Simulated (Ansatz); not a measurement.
**Stack of 1T-SnSSe under 1T-PtSe2, shifted by two thirds of the diagonal in a perpendicular field**

Aim: how the stack of 1T-SnSSe under 1T-PtSe2, shifted by two thirds of the diagonal screens a field along its normal, and what the field does to its bands. A positive field points along +c.

Method: plane-wave DFT, PBE-D3(BJ), Ansatz PAW, in Ansatz 0.2.0.

## 1. The starting structure

The cell holds 6 atoms: 3 Se, 1 Sn, 1 S and 1 Pt. Cell: a = 3.768 Å, b = 3.768 Å, c = 45.766 Å, α = 90.0°, β = 90.0°, γ = 120.0°. Regions: layer 1: 1T-SnSSe, 3 atoms (1 Se, 1 Sn and 1 S); layer 2: 1T-PtSe2, 3 atoms (2 Se and 1 Pt). Vacuum lies along c.

As a file:

```cif
data_structure
_symmetry_space_group_name_H-M 'P 1'
_symmetry_Int_Tables_number 1
_cell_length_a 3.7675
_cell_length_b 3.7675
_cell_length_c 45.7656
_cell_angle_alpha 90.000
_cell_angle_beta 90.000
_cell_angle_gamma 120.000
_cell_volume 562.57
loop_
_atom_site_label
_atom_site_type_symbol
_atom_site_fract_x
_atom_site_fract_y
_atom_site_fract_z
_atom_site_occupancy
Se1 Se 0.66667 0.33333 0.41953 1
Sn2 Sn 0.00000 0.00000 0.44473 1
S3 S 0.33333 0.66667 0.46428 1
Se4 Se 0.33333 0.66667 0.53092 1
Pt5 Pt 0.66667 0.33333 0.55570 1
Se6 Se 0.00000 0.00000 0.58047 1
```

## 2. Relaxing the slab

The starting cell is a guess, so the in-plane lattice and the atoms are relaxed first, with the slab cut off from its images along the normal.

input.yaml reads:

```yaml
crystal:
  lattice:
    - [3.7675, 0.0, 0.0]
    - [-1.88375, 3.2627507088, 0.0]
    - [0.0, 0.0, 45.7655888139]
  atoms:
    - { symbol: Se, position: [0.6666666667, 0.3333333333, 0.4195291812] }
    - { symbol: Sn, position: [0.0, 0.0, 0.4447324803] }
    - { symbol: S, position: [0.3333333333, 0.6666666667, 0.4642761422] }
    - { symbol: Se, position: [0.3333333333, 0.6666666667, 0.5309201006] }
    - { symbol: Pt, position: [0.6666666667, 0.3333333333, 0.5556954598] }
    - { symbol: Se, position: [0.0, 0.0, 0.5804708188] }
  periodic: [true, true, false]
kpoints:
  mp_grid: { grid: [12, 12, 1] }
hamiltonian:
  xc: pbe
  dispersion: d3bj
scf:
  occupations: { method: fermi_dirac, width: 0.05 }
  convergence: { dr2_threshold: 1.0e-09 }
relax:
  f_tol: 0.004
  max_steps: 90
  cell: {}
output:
  write_potential: true
  write_density: true
  volumetric_format: npy
```

Started as:

```console
$ ansatz run input.yaml --threads 2 --pin off --max-ram 3072MiB --backend cpu --events-out ev --progress --plain --runs-dir out
```

Numbers of over 12 decimals in the logs are rounded to 6 here.

Output:

```text
Warning: relax.cell: scf.convergence.dr2_threshold = 1e-9 eV is looser than the 1.98962955536e-10 eV advised for a relaxation that steers and ends on the stress (1e-10 eV for each atom of the cell: 6, times the square of relax.cell.stress_2d_tol = 0.05 N/m over 17.4 Å (the atoms' height at the walk's start and 5 Å past either face), 2.879e-2 GPa, over a crystal's default 0.05). What an SCF threshold leaves in a stress goes as its square root, and in the free energy as the threshold itself, and one threshold admits the most on a small cell: [figures from the program's tests cut] Set scf.convergence.dr2_threshold to 1.98962955536e-10 eV or tighter. [rest of the remark cut]
Engine: ansatz 0.2.0, x86_64-unknown-linux-gnu
Pseudopotentials: kind: paw
Pseudopotential: Se, paw, valence charge 16, recommended cutoff 420 eV (normal), Se.paw.azcp
Pseudopotential: Sn, paw, valence charge 14, recommended cutoff 420 eV (normal), Sn.paw.azcp
Pseudopotential: S, paw, valence charge 6, recommended cutoff 420 eV (normal), S.paw.azcp
Pseudopotential: Pt, paw, valence charge 18, recommended cutoff 420 eV (normal), Pt.paw.azcp
Functional definition: PBE
  parameter kappa = 0.804
  parameter beta = 0.066725
  exchange = pbe_x(kappa = kappa, mu = beta*pi^2/3)
  correlation = pbe_c(beta = beta)
Crystal: 6 atoms, lattice volume = 562.570 Å³
Basis set: ecut = 420 eV, 11037 PW (Γ), exchange–correlation on 54×54×640 points (8 copies of the dense FFT grid, shifted against one another)
Bands: 52, of which v1, the nominal top of the filled ones, is band 43 counted from 1 (42 counted from 0)
Symmetry: 6 space group operations
Space group: P3m1 (ITA 156), of the structure as read, at distance tolerance 8.3e-5 Å
k-points: 19 of 144 (time reversal used)
Non-local potential: Se, projectors of the file, l = 0: 2, l = 1: 2, l = 2: 3, l = 3: 1
Non-local potential: Sn, projectors of the file, l = 0: 2, l = 1: 2, l = 2: 2, l = 3: 2
Non-local potential: S, projectors of the file, l = 0: 2, l = 1: 2, l = 2: 2
Non-local potential: Pt, projectors of the file, l = 0: 3, l = 1: 2, l = 2: 2, l = 3: 1
PAW form: soft (Blöchl's): semilocal exchange-correlation on the pseudo side does not see the compensation charge
PAW one-centre angular grid: Se, 590 points (default); XC on 64 Gauss nodes
PAW one-centre angular grid: Sn, 590 points (default); XC on 64 Gauss nodes
PAW one-centre angular grid: S, 110 points (default); XC on 64 Gauss nodes
PAW one-centre angular grid: Pt, 590 points (default); XC on 64 Gauss nodes
Initial density: superposition of atomic densities (neutral atoms: chi_scale 0, normalization atom), corrected by the library's trained network
Initial wavefunctions: pseudopotential atomic-orbital guess
Functional: x = pbe(κ = 0.804, μ = 0.219515), c = pbe(β = 0.066725)
SCF iter   1: F=—  HF=-35857.368061 eV  |F-HF|=—  |Δ(HF+E_count)|=         —  Δρ=2.25e-3  dr2=6.76e-2  ethr=1.77e-3  ⟨swp⟩=17.5  Hψ=6515  notcnv=0  defer=19
preconditioner: auto → Resta (q_TF=auto, 1.995 Å⁻¹)  ε∞=1.9  [insulator: Δε(μ)=0.499 eV  Ē_g=10.249 eV  σ=0.050 eV  W_gap=0.97  n_scr=70 (ndim 8)  ℏωp=9.7 eV  f_vac=0.760  D(μ)=0.01/eV (n_scr^D=0)  ε∞_Penn≈1.9  vacuum switching on, ρ_ref=7.6e-3 e/Å³]
SCF iter   2: F=—  HF=-35857.360102 eV  |F-HF|=—  |Δ(HF+E_count)|=   7.96e-3  Δρ=1.42e-3  dr2=6.68e-2  ethr=7.86e-5  ⟨swp⟩=4.0  Hψ=2513  notcnv=0  defer=45
preconditioner: auto → LDOS  [insulator: Δε(μ)=0.177 eV  Ē_g=10.162 eV  σ=0.050 eV  W_gap=0.50  n_scr=70 (ndim 8)  ℏωp=9.7 eV  f_vac=0.760  D(μ)=0.19/eV (n_scr^D=2)  ε∞_Penn≈1.9  β→1.0]
SCF iter   3: F=—  HF=-35857.357752 eV  |F-HF|=—  |Δ(HF+E_count)|=   2.35e-3  Δρ=9.36e-4  dr2=3.62e-2  ethr=7.76e-5  ⟨swp⟩=3.9  Hψ=1707  notcnv=0  defer=45
SCF iter   4: F=—  HF=-35857.354205 eV  |F-HF|=—  |Δ(HF+E_count)|=   3.55e-3  Δρ=3.86e-4  dr2=3.71e-3  ethr=4.21e-5  ⟨swp⟩=2.4  Hψ=1444  notcnv=0  defer=44
SCF iter   5: F=—  HF=-35857.353814 eV  |F-HF|=—  |Δ(HF+E_count)|=   3.90e-4  Δρ=1.51e-4  dr2=6.31e-4  ethr=4.31e-6  ⟨swp⟩=2.9  Hψ=1513  notcnv=0  defer=44
SCF iter   6: F=—  HF=-35857.353765 eV  |F-HF|=—  |Δ(HF+E_count)|=   4.95e-5  Δρ=3.75e-5  dr2=8.67e-6  ethr=7.34e-7  ⟨swp⟩=2.8  Hψ=1344  notcnv=0  defer=44
SCF iter   7: F=—  HF=-35857.353686 eV  |F-HF|=—  |Δ(HF+E_count)|=   7.91e-5  Δρ=2.05e-5  dr2=9.95e-6  ethr=1.01e-8  ⟨swp⟩=3.6  Hψ=2203  notcnv=0  defer=44
SCF iter   8: F=—  HF=-35857.353686 eV  |F-HF|=—  |Δ(HF+E_count)|=   1.61e-7  Δρ=8.79e-6  dr2=9.89e-7  ethr=1.01e-8  ⟨swp⟩=2.8  Hψ=1571  notcnv=0  defer=44
SCF iter   9: F=—  HF=-35857.353754 eV  |F-HF|=—  |Δ(HF+E_count)|=   6.78e-5  Δρ=2.80e-6  dr2=4.98e-8  ethr=1.15e-9  ⟨swp⟩=3.5  Hψ=1976  notcnv=0  defer=44
SCF iter  10: F=—  HF=-35857.353754 eV  |F-HF|=—  |Δ(HF+E_count)|=   5.05e-8  Δρ=9.60e-7  dr2=4.60e-9  ethr=5.79e-11  ⟨swp⟩=3.1  Hψ=1867  notcnv=0  defer=44
SCF iter  11: F=-35857.353754 eV  HF=-35857.353754 eV  |F-HF|=1.11e-9  |Δ(HF+E_count)|=   9.98e-9  Δρ=3.52e-7  dr2=9.21e-10  ethr=1.16e-12  ⟨swp⟩=13.0  Hψ=7766  notcnv=0
SCF 1 converged in 11 iterations: F = -35857.353754 eV  dr2 = 9.21e-10
  greatest PAW one-centre occupation: 1.000 electrons in one spin orbital (limit 2), on the Pt atom at site 4 (counted from 0), in its partial waves of l = 0
relax step   1: F+E_penalty+E_count = -35857.35375361 eV  Δ(F+E_penalty+E_count) = +0.000e0 eV  max|allowed force component| = 5.220e0 eV/Å  Δτ_max = 0.0000 Å  P = +24.074 N/m  Ω = 562.570 Å³  fix = [c, alpha, beta]  reactions: c +0.000 N/m  (11 SCF iters, accepted)
Crystal: 6 atoms, lattice volume = 572.800 Å³
Basis set: ecut = 420 eV, 11217 PW (Γ), exchange–correlation on 54×54×640 points (8 copies of the dense FFT grid, shifted against one another)
Initial density: handed on by an earlier stage of this run
Initial wavefunctions: those handed on with the density
iter 1 solved again at ethr=2.85e-4 eV; its pass at ethr=3.10e-3 eV (dr2=2.45e-1 eV) is discarded
SCF iter   1: F=—  HF=-35859.070625 eV  |F-HF|=—  |Δ(HF+E_count)|=         —  Δρ=4.21e-3  dr2=2.41e-1  ethr=2.85e-4  ⟨swp⟩=4.8  Hψ=6217  notcnv=0
preconditioner: auto → LDOS  [metal: Δε(μ)=0.055 eV  Ē_g=9.807 eV  σ=0.050 eV  W_gap=0.25  n_scr=82 (ndim 8)  ℏωp=9.6 eV  f_vac=0.755  D(μ)=0.74/eV (n_scr^D=6)  β→1.0]
SCF iter   2: F=—  HF=-35859.112785 eV  |F-HF|=—  |Δ(HF+E_count)|=   4.22e-2  Δρ=5.26e-3  dr2=4.89e-1  ethr=2.80e-4  ⟨swp⟩=6.1  Hψ=2652  notcnv=0  defer=17
SCF iter   3: F=—  HF=-35859.035923 eV  |F-HF|=—  |Δ(HF+E_count)|=   7.69e-2  Δρ=7.12e-4  dr2=5.08e-3  ethr=2.80e-4  ⟨swp⟩=3.6  Hψ=1800  notcnv=0  defer=51
[...]
relax step   6: F+E_penalty+E_count = -35860.49452952 eV  Δ(F+E_penalty+E_count) = -1.178e-1 eV  max|allowed force component| = 2.102e-1 eV/Å  Δτ_max = 0.1954 Å  P = -0.662 N/m  Ω = 554.021 Å³  energy of the carried Pulay correction = +7.245e-4 eV  fix = [c, alpha, beta]  reactions: c -0.000 N/m  (12 SCF iters, accepted)
relax step   7: F+E_penalty+E_count = -35860.52502114 eV  Δ(F+E_penalty+E_count) = -3.049e-2 eV  max|allowed force component| = 6.073e-2 eV/Å  Δτ_max = 0.1788 Å  P = -0.024 N/m  Ω = 551.005 Å³  energy of the carried Pulay correction = +9.827e-4 eV  fix = [c, alpha, beta]  reactions: c -0.000 N/m  (11 SCF iters, accepted)
relax step   8: F+E_penalty+E_count = -35860.52452586 eV  Δ(F+E_penalty+E_count) = +4.953e-4 eV  max|allowed force component| = 1.191e-1 eV/Å  Δτ_max = 0.0171 Å  P = -0.376 N/m  Ω = 550.092 Å³  energy of the carried Pulay correction = +1.061e-3 eV  fix = [c, alpha, beta]  (9 SCF iters, rejected (line search))
relax step   9: F+E_penalty+E_count = -35860.52557302 eV  Δ(F+E_penalty+E_count) = -5.519e-4 eV  max|allowed force component| = 1.180e-2 eV/Å  Δτ_max = 0.0086 Å  P = +0.011 N/m  Ω = 549.927 Å³  energy of the carried Pulay correction = +1.075e-3 eV  fix = [c, alpha, beta]  reactions: c +0.000 N/m  (9 SCF iters, accepted)
relax step  10: F+E_penalty+E_count = -35860.52559124 eV  Δ(F+E_penalty+E_count) = -1.822e-5 eV  max|allowed force component| = 3.436e-3 eV/Å  Δτ_max = 0.0022 Å  P = -0.017 N/m  Ω = 549.838 Å³  energy of the carried Pulay correction = +1.083e-3 eV  fix = [c, alpha, beta]  reactions: c -0.000 N/m  (7 SCF iters, accepted)
Basis set: ecut = 420 eV, 10797 PW (Γ), exchange–correlation on 50×50×640 points (8 copies of the dense FFT grid, shifted against one another)
Initial wavefunctions: pseudopotential atomic-orbital guess (no wavefunctions were taken with the density)
iter 1 solved again at ethr=6.13e-7 eV; its pass at ethr=3.10e-3 eV (dr2=5.27e-4 eV) is discarded
SCF iter   1: F=—  HF=-35860.524758 eV  |F-HF|=—  |Δ(HF+E_count)|=         —  Δρ=1.71e-5  dr2=2.77e-7  ethr=6.13e-7  ⟨swp⟩=6.1  Hψ=9921  notcnv=0
eigensolver tolerance schedule: the retry pair's looser diagonalisation over-reported the residual by 1901.72 of it (diagonalisation noise at 0.60 of the residual, at the tolerance the schedule requests for it); recorded, not acted on — ethr = c·dr2/N_el stays at c = 1.0e-1
preconditioner: auto → LDOS  [insulator: Δε(μ)=0.355 eV  Ē_g=9.316 eV  σ=0.050 eV  W_gap=0.91  n_scr=70 (ndim 8)  ℏωp=9.8 eV  f_vac=0.724  D(μ)=0.16/eV (n_scr^D=2)  ε∞_Penn≈2.1  β→1.0]
SCF iter   2: F=—  HF=-35860.524900 eV  |F-HF|=—  |Δ(HF+E_count)|=   1.43e-4  Δρ=6.46e-6  dr2=1.84e-7  ethr=3.22e-10  ⟨swp⟩=4.9  Hψ=3219  notcnv=0
SCF iter   3: F=—  HF=-35860.524900 eV  |F-HF|=—  |Δ(HF+E_count)|=   1.03e-7  Δρ=2.24e-6  dr2=4.48e-8  ethr=2.14e-10  ⟨swp⟩=2.7  Hψ=1846  notcnv=0
SCF iter   4: F=—  HF=-35860.524900 eV  |F-HF|=—  |Δ(HF+E_count)|=   2.56e-9  Δρ=8.69e-7  dr2=8.60e-9  ethr=5.21e-11  ⟨swp⟩=3.1  Hψ=1838  notcnv=0
SCF iter   5: F=-35860.524900 eV  HF=-35860.524900 eV  |F-HF|=3.49e-10  |Δ(HF+E_count)|=  9.68e-10  Δρ=1.83e-7  dr2=4.88e-10  ethr=1.16e-12  ⟨swp⟩=16.3  Hψ=8541  notcnv=0
SCF 11 converged in 5 iterations: F = -35860.524900 eV  dr2 = 4.88e-10
relax step  11: F+E_penalty+E_count = -35860.52490021 eV  Δ(F+E_penalty+E_count) = +6.910e-4 eV  max|allowed force component| = 3.345e-3 eV/Å  Δτ_max = 0.0000 Å  P = -0.040 N/m  Ω = 549.838 Å³  fix = [c, alpha, beta]  reactions: c -0.000 N/m  stress off target by 4.05e-2 N/m on what of the cell is left free  SCF on the basis re-selected at this cell (its energy is not comparable with the rows above)  (5 SCF iters)
basis re-selected at this cell: Δ(F+E_penalty+E_count) = +6.910e-4 eV, ΔP = -0.023 N/m vs the last step (what re-selecting the basis moved, of the pressure what is left beyond the Pulay correction that the steps carried, after the strain that the cell walked since its last selection, with what the two solves' SCF thresholds leave and, on support functions, any second-order correction that the steps lacked; it is no measure of the basis error at this ecutwfc). The dense FFT grid was sized anew with the basis: this SCF ran on 25×25×320 points, the steps before it on 27×27×320, so part of this shift can come from that change (see relax.cell in the input reference). [rest of the remark cut]
WARN: The output density's exchange-correlation potential varies sharply where the density is thin. Do not read a vacuum level from v_tot or v_xc, or from such a field of the output density. On a cell that repeats whose density bears no net charge and no dipole along the vacuum's axis use v_es (v_loc + v_h of the components); under efield.dipole_correction with no amplitude use v_es + v_field, which holds any externa [...]
SCF converged after 5 iterations
Free energy (F): -35860.524900 eV
Harris-Foulkes:  -35860.524900 eV  (|F-HF|=3.49e-10)
Internal energy: -35860.522867 eV  (E = F + TS)
E sigma→0 (E₀):  -35860.523883 eV
Entropy (-TS):   -0.002034 eV (-0.339 meV/atom)
Fermi energy:    -5.316233 eV
--- Per-component energies (eV) ---
  E_band       = -2819.040194
  E_kinetic    = 1285.581183
  E_local      = -422567.737774  (includes V_loc(G=0)·N_el)
  E_nonlocal   = -1588.719210
  E_hartree    = 210416.442394
  E_xc         = -1051.845564
  E_vxc        = -778.346313  (∫ρ·V_xc dr)
  E_paw        = -19931.085321  (= ΣΔE_a)
  E_vpaw       = -2.707867  (= ΣTr[D̂ρ^β])
  E_aug_tail   = -0.001588  (compensation charges beyond the density's cutoff)
  E_ewald      = 197578.668851
  E_disp       = -1.825836  (pairwise vdW)
  E_smearing   = -0.002034  (= −TS)
  E_closure    = 0.000000  (closes the sum)
  Σ components = -35860.524900   (vs F -35860.524900, Δ=0.00e0)
--- Forces (eV/Å), atoms counted from 1 ---
  atom   1  Se     0.00000000     0.00000000     0.00204177
  atom   2  Sn     0.00000000     0.00000000     0.00070872
  atom   3  S     -0.00000000    -0.00000000    -0.00232779
  atom   4  Se     0.00000000    -0.00000000     0.00333932
  atom   5  Pt     0.00000000     0.00000000    -0.00042123
  atom   6  Se     0.00000000     0.00000000    -0.00334539
  max |Σ_I F_I| component: 4.59e-6 eV/Å
--- 2D stress c σ (N/m, compression-positive) ---
       -0.040486      -0.000000      -0.000000
       -0.000000      -0.040486      -0.000000
       -0.000000      -0.000000      -0.000000
  P = ½ c Tr σ = -0.0405 N/m
--- Band table (eV; the first three rows and the last of 19) ---
  k-point 0: bands = [... 39 lower, -6.0675, -6.0564, -5.5591, -5.5591, -4.2517, -2.7353, -2.5814, -2.5814, ... 5 higher]
  k-point 1: bands = [... 39 lower, -6.0884, -5.9264, -5.5837, -5.5555, -3.9333, -3.0749, -2.6942, -2.3004, ... 5 higher]
  k-point 2: bands = [... 39 lower, -6.1695, -5.7578, -5.6280, -5.6271, -3.8924, -3.7116, -2.8979, -1.9811, ... 5 higher]
  k-point 18: bands = [... 39 lower, -7.2770, -7.0506, -6.5152, -6.4394, -4.1953, -3.7393, -3.7175, -0.7476, ... 5 higher]
  the weakly bound empty levels are not read free of the cell's end (no_gap_told)
--- Relaxed structure (10 steps of the walk, 9 accepted, 1 SCFs on fresh bases) ---
  F+E_penalty+E_count = -35860.52490021 eV   max|allowed force component| = 3.345e-3 eV/Å   (the final SCF, on the basis selected at the relaxed cell)
  cell:  # Å, volume = 549.8384 Å³
    - [3.724626, -1.586648540025187e-18, 0]
    - [-1.862313, 3.225621, 0]
    - [0, 0, 45.7655888139]
  atoms:
    - { symbol: Se, position: [0.666667, 0.333333, 0.394564] }
    - { symbol: Sn, position: [-6.564395240468341e-18, 0, 0.430130] }
    - { symbol: S, position: [0.333333, 0.666667, 0.462292] }
    - { symbol: Se, position: [0.333333, 0.666667, 0.540860] }
    - { symbol: Pt, position: [0.666667, 0.333333, 0.569520] }
    - { symbol: Se, position: [7.996150647893765e-18, 0, 0.598258] }
```

It took 12 min on 2 threads of Intel Xeon at 2.50GHz (Skylake/Cascade Lake), shared host; peak memory 1.1 GiB; 23 min of CPU time.

Step by step:

```
step  energy less that of the first step (eV)  largest force component (eV/Å)  volume (Å³)
   1                                   0.0000                          5.2201       562.57
   2                                  -1.6807                          2.6319       572.80
   3                                  -2.4463                          1.4071       576.10
   4                                  -2.8092                          0.6276       574.02
   5                                  -3.0230                          0.3126       566.19
   6                                  -3.1408                          0.2102       554.02
   7                                  -3.1713                          0.0607       551.00
   8                                  -3.1708                          0.1191       550.09
   9                                  -3.1718                          0.0118       549.93
  10                                  -3.1718                          0.0034       549.84
 11*                                  -3.1711                          0.0033       549.84
```

Relaxation steps marked * repeat the geometry before them on a plane-wave basis chosen anew for their cell, so energy and pressure can jump there. Relaxation step 8 was tried and not accepted.

The run keeps the 6 symmetry operations that it works with, so distortions that break them were not tested.

```
cell as run  before  after  change
      a (Å)   3.768  3.725  -1.1 %
      b (Å)   3.768  3.725  -1.1 %
```

The atoms that moved most (Å, along periodic axes as changes of fractional coordinates times the final cell, across vacuum about the mean position):

```
atom     dx     dy      dz  length
 Se1  0.000  0.000  -1.143   1.143
 Se6  0.000  0.000   0.814   0.814
 Sn2  0.000  0.000  -0.668   0.668
 Pt5  0.000  0.000   0.633   0.633
 Se4  0.000  0.000   0.455   0.455
  S3  0.000  0.000  -0.091   0.091
```

Final coordinates:

```xyz
6
Lattice="3.7246 0.0000 0.0000 -1.8623 3.2256 0.0000 0.0000 0.0000 45.7656" Properties=species:S:1:pos:R:3
Se    1.8623    1.0752   18.0574
Sn    0.0000    0.0000   19.6852
S     0.0000    2.1504   21.1571
Se    0.0000    2.1504   24.7528
Pt    1.8623    1.0752   26.0644
Se    0.0000    0.0000   27.3796
```

This step gave:

```
energy at zero smearing : -35860.5239 eV
```

The lattice constant a goes from 3.768 to 3.725 Å.

(Continued in part 2 of 2.)

[Logs are printed without paths, hosts, clocks, repeated set-up lines and the standing remarks that a program may print on its own settings, such as how far it seeks lower states.]

[Hosts, paths, dates, database ids (printed as entryN), source tags and the programs' standing remarks are cut or masked in the printed files.]

[Maps of the electrostatic potential energy from Ansatz leave out the sawtooth potential of an applied field or a dipole correction, so their vacuum need not be flat; planar profiles and work functions include it.]
